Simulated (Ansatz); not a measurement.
# AlN (P6_3mc): the host for defect calculations

Aim: the runs on the perfect crystal AlN (P6_3mc) that a defect calculation needs first.

Method: plane-wave PAW DFT, PBEsol; relaxation of the host's cell and atoms; PAW set soft_1, in the first sound run; inputs show where later runs differ, in Ansatz 0.2.0.

This is a report of a sequence of runs, with most program output left out.

**1. The structure**

It takes space group P6_3mc (No. 186, hexagonal). The conventional cell has a = 3.129 Å, b = 3.129 Å, c = 5.017 Å, α = 90.00°, β = 90.00°, γ = 120.00°. Nearest to Al lie 4 N at 1.90 to 1.91 Å. N has 4 Al at 1.90 to 1.91 Å nearest. Farther neighbours and most contacts between anions are not listed.

Coordinates:

```
Al N
1.0
     3.12859    0.00000    0.00000
    -1.56429    2.70944    0.00000
     0.00000    0.00000    5.01696
Al N
2 2
Direct
  0.66667 0.33333 0.49929
  0.33333 0.66667 0.99929
  0.66667 0.33333 0.88071
  0.33333 0.66667 0.38071
```

**2. Host cell relaxation**

Lattice and positions are set free, within the symmetry that the program keeps.

The input, cell/input.yaml:

```yaml
crystal:
  lattice:
    - [3.1285881, 0.0, 0.0]
    - [-1.5642941, 2.7094368, 0.0]
    - [0.0, 0.0, 5.016955]
  atoms:
    - { symbol: Al, position: [0.66666667, 0.33333333, 0.499287] }
    - { symbol: Al, position: [0.33333333, 0.66666667, 0.999287] }
    - { symbol: "N", position: [0.66666667, 0.33333333, 0.880713] }
    - { symbol: "N", position: [0.33333333, 0.66666667, 0.380713] }
basis:
  ecutwfc: 420
  xc_grid: 2
hamiltonian:
  xc: pbesol
  pseudopotentials: { kind: paw, azcp: { folder: soft_1 }, xc_functional: pbe }
kpoints:
  mp_grid: { grid: [10, 10, 6] }
scf:
  occupations: { method: fixed }
  max_iter: 100
relax:
  f_tol: 0.005
  max_steps: 60
  cell: {}
output:
  forces: true
  stress: true
checkpoint:
  write: "../cell.run"
  compress: false
  write_wavefunctions: false
  write_every: 100000
```

Started as:

```
$ ansatz run input.yaml --threads 32 --pin off --max-ram 84787MiB --backend cuda --events-out ev --progress --plain --runs-dir out --max-vram 78GiB
```

Wall time 1.7 s (1 × NVIDIA GB200 with 32 threads of Arm Neoverse V2, shared host); peak memory 0.93 GiB.

Relaxation path:

| step | energy less that of the first step (eV) | largest force component (eV/Å) | pressure (GPa) | volume (Å³) |
| --- | --- | --- | --- | --- |
| 1 | 0.0000 | 0.0060 | -3.17 | 42.53 |
| 2 | -0.0058 | 0.0063 | -1.56 | 42.18 |
| 3 | -0.0080 | 0.0024 | 0.04 | 41.84 |
| 4* | -0.0069 | 0.0024 | -0.02 | 41.84 |

Relaxation steps marked * repeat the geometry before them on a plane-wave basis chosen anew for their cell, so energy and pressure can jump there.

The run keeps the 12 symmetry operations that it works with, so distortions that break them were not tested.

```csv
"conventional cell, symmetrised",before,after,change
a (Å),3.129,3.114,-0.5 %
b (Å),3.129,3.114,-0.5 %
c (Å),5.017,4.984,-0.7 %
volume (Å³/atom),10.63,10.46,-1.6 %
```

The relaxed structure:

```
Al N
1.0
     3.11361    0.00000    0.00000
    -1.55680    2.69646    0.00000
     0.00000    0.00000    4.98368
Al N
2 2
Direct
  0.66667 0.33333 0.49903
  0.33333 0.66667 0.99903
  0.66667 0.33333 0.88097
  0.33333 0.66667 0.38097
```

This step gave:

```yaml
pressure: -0.01951 GPa
```

The relaxation ends with a largest force component of 0.0024 eV/Å and a pressure of -0.02 GPa.

**3. Dielectric tensors of the host**

The response to a uniform electric field gives the electronic dielectric tensor.

This step: plane-wave PAW DFPT, PBEsol; dielectric tensors, Born charges and zone-centre modes of the host; PAW set soft_1 (Ansatz 0.2.0).

The input, eps/input.yaml:

```yaml
crystal:
  lattice:
    - [3.1136073585, 2.87e-08, 0.0]
    - [-1.5568037041, 2.6964630555, 0.0]
    - [0.0, 0.0, 4.9836767961]
  atoms:
    - { symbol: Al, position: [0.6666666667, 0.3333333333, 0.4990341637] }
    - { symbol: Al, position: [0.3333333333, 0.6666666667, 0.9990341637] }
    - { symbol: "N", position: [0.6666666667, 0.3333333333, 0.8809658363] }
    - { symbol: "N", position: [0.3333333333, 0.6666666667, 0.3809658363] }
basis:
  ecutwfc: 420
hamiltonian:
  xc: pbesol
  pseudopotentials: { kind: paw, azcp: { folder: soft_1 }, xc_functional: pbe }
kpoints:
  mp_grid: { grid: [9, 9, 5] }
scf:
  occupations: { method: fixed }
  max_iter: 100
phonons:
  method: dfpt
  dielectric: true
  rigid_motions: translations
```

It took 6.2 s on 1 × NVIDIA GB200 with 32 threads; peak memory 1.3 GiB; 50 s of CPU time.

Electronic dielectric tensor:

```
4.50 0.00 0.00
0.00 4.50 0.00
0.00 0.00 4.73
```

Static dielectric tensor:

```
8.20 0.00 0.00
0.00 8.20 0.00
0.00 0.00 9.74
```

The principal values of the electronic dielectric tensor are 4.50, 4.50 and 4.73. The principal values of the static dielectric tensor are 8.20, 8.20 and 9.74.

**4. Defect free supercell relaxed in its symmetry**

This cell, the one that will hold the defects, is built from the relaxed host. Its coarser k-points can move the atoms a little, so it is relaxed from the symmetric sites, as the reference for the test of stability.

This step: plane-wave PAW DFT, PBEsol; relaxation of the defect-free supercell in its symmetry; PAW set soft_1 (Ansatz 0.2.0).

System of this step: AlN (P6_3mc). The cell holds 128 atoms: 64 Al and 64 N. Cell: a = 14.686 Å, b = 14.686 Å, c = 11.753 Å, α = 125.1°, β = 125.1°, γ = 94.5°.

The input, pristine.symmetric/input.yaml:

```yaml
crystal:
  lattice:
    - [-9.3408221251, 5.3929260535, 9.9673535922]
    - [9.3408221251, -5.3929260535, 9.9673535922]
    - [3.1136073087, 5.3929261684, -9.9673535922]
  atoms:
    - { symbol: Al, position: [0.2080918742, 0.0414252076, 0.0] }
    - { symbol: Al, position: [0.2080918742, 0.2914252076, 0.25] }
    - { symbol: Al, position: [0.4580918742, 0.0414252076, 0.25] }
    - { symbol: Al, position: [0.4580918742, 0.2914252076, 0.0] }
    - { symbol: Al, position: [0.1664252076, 0.0830918742, 0.25] }
    - { symbol: Al, position: [0.1664252076, 0.3330918742, 0.0] }
    - { symbol: Al, position: [0.4164252076, 0.0830918742, 0.0] }
    - { symbol: Al, position: [0.4164252076, 0.3330918742, 0.25] }
    - { symbol: "N", position: [0.0535747924, 0.1369081258, 0.25] }
    - { symbol: "N", position: [0.0535747924, 0.3869081258, 0.0] }
    - { symbol: "N", position: [0.3035747924, 0.1369081258, 0.0] }
    - { symbol: "N", position: [0.3035747924, 0.3869081258, 0.25] }
    - { symbol: "N", position: [0.0119081258, 0.1785747924, 0.0] }
    - { symbol: "N", position: [0.0119081258, 0.4285747924, 0.25] }
    - { symbol: "N", position: [0.2619081258, 0.1785747924, 0.25] }
    - { symbol: "N", position: [0.2619081258, 0.4285747924, 0.0] }
    - { symbol: Al, position: [0.2080918742, 0.0414252076, 0.5] }
    - { symbol: Al, position: [0.2080918742, 0.2914252076, 0.75] }
    - { symbol: Al, position: [0.4580918742, 0.0414252076, 0.75] }
    - { symbol: Al, position: [0.4580918742, 0.2914252076, 0.5] }
    - { symbol: Al, position: [0.1664252076, 0.0830918742, 0.75] }
    - { symbol: Al, position: [0.1664252076, 0.3330918742, 0.5] }
    - { symbol: Al, position: [0.4164252076, 0.0830918742, 0.5] }
    - { symbol: Al, position: [0.4164252076, 0.3330918742, 0.75] }
    - { symbol: "N", position: [0.0535747924, 0.1369081258, 0.75] }
    - { symbol: "N", position: [0.0535747924, 0.3869081258, 0.5] }
    - { symbol: "N", position: [0.3035747924, 0.1369081258, 0.5] }
    - { symbol: "N", position: [0.3035747924, 0.3869081258, 0.75] }
    - { symbol: "N", position: [0.0119081258, 0.1785747924, 0.5] }
    - { symbol: "N", position: [0.0119081258, 0.4285747924, 0.75] }
    - { symbol: "N", position: [0.2619081258, 0.1785747924, 0.75] }
    - { symbol: "N", position: [0.2619081258, 0.4285747924, 0.5] }
    - { symbol: Al, position: [0.2080918742, 0.5414252076, 0.0] }
    - { symbol: Al, position: [0.2080918742, 0.7914252076, 0.25] }
    - { symbol: Al, position: [0.4580918742, 0.5414252076, 0.25] }
    - { symbol: Al, position: [0.4580918742, 0.7914252076, 0.0] }
    - { symbol: Al, position: [0.1664252076, 0.5830918742, 0.25] }
    - { symbol: Al, position: [0.1664252076, 0.8330918742, 0.0] }
    - { symbol: Al, position: [0.4164252076, 0.5830918742, 0.0] }
    - { symbol: Al, position: [0.4164252076, 0.8330918742, 0.25] }
    - { symbol: "N", position: [0.0535747924, 0.6369081258, 0.25] }
    - { symbol: "N", position: [0.0535747924, 0.8869081258, 0.0] }
    - { symbol: "N", position: [0.3035747924, 0.6369081258, 0.0] }
    - { symbol: "N", position: [0.3035747924, 0.8869081258, 0.25] }
    - { symbol: "N", position: [0.0119081258, 0.6785747924, 0.0] }
    - { symbol: "N", position: [0.0119081258, 0.9285747924, 0.25] }
    - { symbol: "N", position: [0.2619081258, 0.6785747924, 0.25] }
    - { symbol: "N", position: [0.2619081258, 0.9285747924, 0.0] }
    - { symbol: Al, position: [0.2080918742, 0.5414252076, 0.5] }
    - { symbol: Al, position: [0.2080918742, 0.7914252076, 0.75] }
    - { symbol: Al, position: [0.4580918742, 0.5414252076, 0.75] }
    - { symbol: Al, position: [0.4580918742, 0.7914252076, 0.5] }
    - { symbol: Al, position: [0.1664252076, 0.5830918742, 0.75] }
    - { symbol: Al, position: [0.1664252076, 0.8330918742, 0.5] }
    - { symbol: Al, position: [0.4164252076, 0.5830918742, 0.5] }
    - { symbol: Al, position: [0.4164252076, 0.8330918742, 0.75] }
    - { symbol: "N", position: [0.0535747924, 0.6369081258, 0.75] }
    - { symbol: "N", position: [0.0535747924, 0.8869081258, 0.5] }
    - { symbol: "N", position: [0.3035747924, 0.6369081258, 0.5] }
    - { symbol: "N", position: [0.3035747924, 0.8869081258, 0.75] }
    - { symbol: "N", position: [0.0119081258, 0.6785747924, 0.5] }
    - { symbol: "N", position: [0.0119081258, 0.9285747924, 0.75] }
    - { symbol: "N", position: [0.2619081258, 0.6785747924, 0.75] }
    - { symbol: "N", position: [0.2619081258, 0.9285747924, 0.5] }
    - { symbol: Al, position: [0.7080918742, 0.0414252076, 0.0] }
    - { symbol: Al, position: [0.7080918742, 0.2914252076, 0.25] }
    - { symbol: Al, position: [0.9580918742, 0.0414252076, 0.25] }
    - { symbol: Al, position: [0.9580918742, 0.2914252076, 0.0] }
    - { symbol: Al, position: [0.6664252076, 0.0830918742, 0.25] }
    - { symbol: Al, position: [0.6664252076, 0.3330918742, 0.0] }
    - { symbol: Al, position: [0.9164252076, 0.0830918742, 0.0] }
    - { symbol: Al, position: [0.9164252076, 0.3330918742, 0.25] }
    - { symbol: "N", position: [0.5535747924, 0.1369081258, 0.25] }
    - { symbol: "N", position: [0.5535747924, 0.3869081258, 0.0] }
    - { symbol: "N", position: [0.8035747924, 0.1369081258, 0.0] }
    - { symbol: "N", position: [0.8035747924, 0.3869081258, 0.25] }
    - { symbol: "N", position: [0.5119081258, 0.1785747924, 0.0] }
    - { symbol: "N", position: [0.5119081258, 0.4285747924, 0.25] }
    - { symbol: "N", position: [0.7619081258, 0.1785747924, 0.25] }
    - { symbol: "N", position: [0.7619081258, 0.4285747924, 0.0] }
    - { symbol: Al, position: [0.7080918742, 0.0414252076, 0.5] }
    - { symbol: Al, position: [0.7080918742, 0.2914252076, 0.75] }
    - { symbol: Al, position: [0.9580918742, 0.0414252076, 0.75] }
    - { symbol: Al, position: [0.9580918742, 0.2914252076, 0.5] }
    - { symbol: Al, position: [0.6664252076, 0.0830918742, 0.75] }
    - { symbol: Al, position: [0.6664252076, 0.3330918742, 0.5] }
    - { symbol: Al, position: [0.9164252076, 0.0830918742, 0.5] }
    - { symbol: Al, position: [0.9164252076, 0.3330918742, 0.75] }
    - { symbol: "N", position: [0.5535747924, 0.1369081258, 0.75] }
    - { symbol: "N", position: [0.5535747924, 0.3869081258, 0.5] }
    - { symbol: "N", position: [0.8035747924, 0.1369081258, 0.5] }
    - { symbol: "N", position: [0.8035747924, 0.3869081258, 0.75] }
    - { symbol: "N", position: [0.5119081258, 0.1785747924, 0.5] }
    - { symbol: "N", position: [0.5119081258, 0.4285747924, 0.75] }
    - { symbol: "N", position: [0.7619081258, 0.1785747924, 0.75] }
    - { symbol: "N", position: [0.7619081258, 0.4285747924, 0.5] }
    - { symbol: Al, position: [0.7080918742, 0.5414252076, 0.0] }
    - { symbol: Al, position: [0.7080918742, 0.7914252076, 0.25] }
    - { symbol: Al, position: [0.9580918742, 0.5414252076, 0.25] }
    - { symbol: Al, position: [0.9580918742, 0.7914252076, 0.0] }
    - { symbol: Al, position: [0.6664252076, 0.5830918742, 0.25] }
    - { symbol: Al, position: [0.6664252076, 0.8330918742, 0.0] }
    - { symbol: Al, position: [0.9164252076, 0.5830918742, 0.0] }
    - { symbol: Al, position: [0.9164252076, 0.8330918742, 0.25] }
    - { symbol: "N", position: [0.5535747924, 0.6369081258, 0.25] }
    - { symbol: "N", position: [0.5535747924, 0.8869081258, 0.0] }
    - { symbol: "N", position: [0.8035747924, 0.6369081258, 0.0] }
    - { symbol: "N", position: [0.8035747924, 0.8869081258, 0.25] }
    - { symbol: "N", position: [0.5119081258, 0.6785747924, 0.0] }
    - { symbol: "N", position: [0.5119081258, 0.9285747924, 0.25] }
    - { symbol: "N", position: [0.7619081258, 0.6785747924, 0.25] }
    - { symbol: "N", position: [0.7619081258, 0.9285747924, 0.0] }
    - { symbol: Al, position: [0.7080918742, 0.5414252076, 0.5] }
    - { symbol: Al, position: [0.7080918742, 0.7914252076, 0.75] }
    - { symbol: Al, position: [0.9580918742, 0.5414252076, 0.75] }
    - { symbol: Al, position: [0.9580918742, 0.7914252076, 0.5] }
    - { symbol: Al, position: [0.6664252076, 0.5830918742, 0.75] }
    - { symbol: Al, position: [0.6664252076, 0.8330918742, 0.5] }
    - { symbol: Al, position: [0.9164252076, 0.5830918742, 0.5] }
    - { symbol: Al, position: [0.9164252076, 0.8330918742, 0.75] }
    - { symbol: "N", position: [0.5535747924, 0.6369081258, 0.75] }
    - { symbol: "N", position: [0.5535747924, 0.8869081258, 0.5] }
    - { symbol: "N", position: [0.8035747924, 0.6369081258, 0.5] }
    - { symbol: "N", position: [0.8035747924, 0.8869081258, 0.75] }
    - { symbol: "N", position: [0.5119081258, 0.6785747924, 0.5] }
    - { symbol: "N", position: [0.5119081258, 0.9285747924, 0.75] }
    - { symbol: "N", position: [0.7619081258, 0.6785747924, 0.75] }
    - { symbol: "N", position: [0.7619081258, 0.9285747924, 0.5] }
basis:
  ecutwfc: 420
  xc_grid: 2
hamiltonian:
  xc: pbesol
  pseudopotentials: { kind: paw, azcp: { folder: soft_1 }, xc_functional: pbe }
kpoints:
  mp_grid: { grid: [1, 1, 1] }
scf:
  occupations: { method: fermi_dirac, width: 0.01 }
  max_iter: 100
  lower_state_search: "off"
output:
  forces: true
relax:
  f_tol: 0.015
  max_steps: 60
  escape_saddle: false
checkpoint:
  write: "../pristine.symmetric.run"
  compress: false
  write_wavefunctions: false
  write_every: 100000
```

It took 2 s on 1 × NVIDIA GB200 with 32 threads; peak memory 1.3 GiB; 7.2 s of CPU time.

No atom moved by 0.005 Å in the relaxation.

**5. Defect free supercell relaxed from displaced atoms**

This step: plane-wave PAW DFT, PBEsol; relaxation of the defect-free supercell from random displacements, a test of the host's stability; PAW set soft_1 (Ansatz 0.2.0).

pristine.rattled/input.yaml, as its differences from pristine.symmetric/input.yaml of step 4:

```diff
@@ -150,6 +150,6 @@
   f_tol: 0.015
-  max_steps: 60
-  escape_saddle: false
+  max_steps: 120
+  random_displacement: { amplitude: 0.06, seed: 90 }
 checkpoint:
-  write: "../pristine.symmetric.run"
+  write: "../pristine.rattled.run"
   compress: false
```

It took 4 s on 1 × NVIDIA GB200 with 32 threads; peak memory 1.3 GiB; 22 s of CPU time.

Relaxation path:

```
step  energy less that of the first step (eV)  largest force component (eV/Å)
   1                                   0.0000                          2.2406
   2                                  -3.3990                          1.3201
   3                                  -5.0080                          0.0205
   4                                  -5.0080                          0.0206
   5                                  -5.0077                          0.0236
   6                                  -5.0085                          0.0064
```

Relaxation step 5 was tried and not accepted.

The relaxation ends 39 meV an atom lower than the displaced start, with a largest force component of 0.0064 eV/Å.

**6. Host on a dense mesh**

This step: plane-wave PAW DFT, PBEsol; single point of the defect-free host, a test of the k-point sampling; PAW set soft_1 (Ansatz 0.2.0).

System of this step: AlN (P6_3mc). It takes space group P6_3mc (No. 186, hexagonal). The conventional cell has a = 3.114 Å, b = 3.114 Å, c = 4.984 Å, α = 90.00°, β = 90.00°, γ = 120.00°. Nearest to Al lie 4 N at 1.89 to 1.90 Å. Nearest to N lie 4 Al at 1.89 to 1.90 Å. Farther neighbours and most contacts between anions are not listed.

dense/input.yaml, as its differences from eps/input.yaml of step 3:

```diff
@@ -12,2 +12,3 @@
   ecutwfc: 420
+  xc_grid: 2
 hamiltonian:
@@ -16,9 +17,11 @@
 kpoints:
-  mp_grid: { grid: [9, 9, 5] }
+  mp_grid: { grid: [10, 10, 6] }
 scf:
-  occupations: { method: fixed }
+  occupations: { method: fermi_dirac, width: 0.01 }
   max_iter: 100
-phonons:
-  method: dfpt
-  dielectric: true
-  rigid_motions: translations
+  lower_state_search: "off"
+checkpoint:
+  write: "../dense.run"
+  compress: false
+  write_wavefunctions: false
+  write_every: 100000
```

The job ended after 0.93 s (1 × NVIDIA GB200 with 32 threads; peak memory 0.93 GiB).

**7. Defect free supercell at the zone centre**

The supercell is run at the zone centre, to see how far that sampling misses the dense mesh.

System of this step: AlN (P6_3mc). The cell holds 128 atoms: 64 Al and 64 N. Cell: a = 14.686 Å, b = 14.686 Å, c = 11.753 Å, α = 125.1°, β = 125.1°, γ = 94.5°.

pristine.sampling_gamma/input.yaml, as its differences from pristine.rattled/input.yaml of step 5:

```diff
@@ -146,10 +146,4 @@
   lower_state_search: "off"
-output:
-  forces: true
-relax:
-  f_tol: 0.015
-  max_steps: 120
-  random_displacement: { amplitude: 0.06, seed: 90 }
 checkpoint:
-  write: "../pristine.rattled.run"
+  write: "../pristine.sampling_gamma.run"
   compress: false
```

It took 1.3 s on 1 × NVIDIA GB200 with 32 threads; peak memory 1.2 GiB; 3.5 s of CPU time.

**8. What came out**

```
primitive cell vectors, lengths                                      : 3.114, 3.114, 4.984 Å
electronic dielectric constant                                       : principal values (4.50, 4.50, 4.73)
static dielectric constant                                           : principal values (8.20, 8.20, 9.74)
gap on the k-mesh of the response run (PBEsol)                       : 4.10 eV
supercell relaxed in its symmetry less the displaced and relaxed one : 0.000 eV
energy an atom at the zone centre alone less that on the dense mesh  : 0.008 eV
```

In words: Step 5: The energy fell by 5.009 eV from the randomly displaced start; the atoms end within 0.005 Å of the sites as typed, once the mean shift is taken out. The displaced cell ends within 0.01 eV of the symmetric one relaxed in its symmetry, so no lower structure shows in this supercell. The k-mesh can miss the band edges, so this gap is an upper bound at this level. All at zero temperature.

[Logs are printed without paths, hosts, clocks, repeated set-up lines and the standing remarks that a program may print on its own settings, such as how far it seeks lower states.]

[Hosts, paths, dates, database ids (printed as entryN), source tags and the programs' standing remarks are cut or masked in the printed files.]

[Runs of the host that timed out are not shown.]

[For some hosts the program warned that the k-mesh of the response run may be too coarse for force constants and the static dielectric constant; such warnings are not always shown.]
